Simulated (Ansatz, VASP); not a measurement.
## Two plane-wave programs on BN

```
CELL_PARAMETERS angstrom
2.49824 0.00000 0.00000
-1.24912 2.16354 0.00000
0.00000 0.00000 6.63570
ATOMIC_POSITIONS crystal
N 0.66667 0.33333 0.25000
N 0.33333 0.66667 0.75000
B 0.66667 0.33333 0.75000
B 0.33333 0.66667 0.25000
```

Alike in both runs: functional PBE; k mesh 12 × 12 × 4; occupations gaussian, width 0.02 eV; no spin polarisation.

|  | VASP | Ansatz |
| --- | --- | --- |
| version | VASP 6.6.1 | Ansatz 0.2.0 |
| potentials or method | VASP PAW PBE potentials, release 64 (N, B) | Ansatz PAW |
| plane-wave cutoff (eV) | 520 | 420 |
| valence electrons in the cell | 16 | 16 |
| task | optical spectrum | single point |

VASP gave:

```
gap on the k mesh at the Fermi level (eV)       : 4.29
least direct gap on the mesh (eV)               : 4.66
pressure (GPa)                                  : 5.1
largest component of the traceless stress (GPa) : 2.30
```

Estimate Ansatz's values.

gap on the k mesh at the Fermi level (eV): 4.29; least direct gap on the mesh (eV): 4.66; pressure (GPa): 5.1; largest component of the traceless stress (GPa): 2.09.

With one functional, cell and mesh, what is left measures potentials, basis and numerics.

Caveats: this functional lacks dispersion, which binds the layers, so the pressure and a relaxed spacing across them are unreliable; spectra need much finer meshes, so this one isn't converged (VASP); independent-particle spectra lack excitons (VASP); the pressure holds a Pulay correction of +0.6 GPa for the finite cutoff (Ansatz). Expect the measured gap to be larger: semilocal functionals such as PBE lack the derivative discontinuity. A k mesh can miss the band edges.
